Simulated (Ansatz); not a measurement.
The system is Re.

```
CELL_PARAMETERS angstrom
2.76639 0.00000 0.00000
-1.38319 2.39576 0.00000
0.00000 0.00000 8.93885
ATOMIC_POSITIONS crystal
Re 0.66667 0.33333 0.75000
Re 0.00000 0.00000 0.50000
Re 0.33333 0.66667 0.25000
Re 0.00000 0.00000 0.00000
```

```yaml
Program: Ansatz 0.2.0
Task: relaxation of cell and atoms
Functional: RPBE
Dispersion: D3(BJ)
Potentials_or_basis: Ansatz PAW
Cutoff: "420 eV (not typed: the program's choice for these potentials)"
k_mesh: 11 × 11 × 3
Occupations: fermi-dirac, width 0.05 eV
Spin: no spin polarisation
```

At the start: volume 14.81 Å³/atom.

**Question.** How do energy, volume and symmetry change on relaxing?

**Answer.** It ends after 6 steps and the volume is 13.42 Å³/atom (-9.4 %); space group P6_3/mmc (No. 194, to 0.05 Å).

Step by step:
```
step  energy change (eV)  largest force (eV/Å)  volume (Å³)
   1              0.0000                0.0000        59.24
   2             -0.5249                0.0000        51.11
   3             -0.7179                0.0000        54.12
   4             -0.7231                0.0000        53.73
   5             -0.7232                0.0000        53.70
   6             -0.7163                0.0000        53.70
```

Final structure:
```yaml
crystal:
  lattice:
    - [2.67678, 0.00000, 0.00000]
    - [-1.33839, 2.31816, 0.00000]
    - [0.00000, 0.00000, 8.65382]
  atoms:
    - { symbol: Re, position: [0.66667, 0.33333, 0.75000] }
    - { symbol: Re, position: [0.00000, 0.00000, 0.50000] }
    - { symbol: Re, position: [0.33333, 0.66667, 0.25000] }
    - { symbol: Re, position: [0.00000, 0.00000, 0.00000] }
```

Caveat: the plane-wave basis is chosen anew once the cell has moved, so the energies of steps on either side of that aren't comparable; the PAW data sets come from PBE, with cores solved anew for the run's functional, which leaves a small shift of forces and pressure.
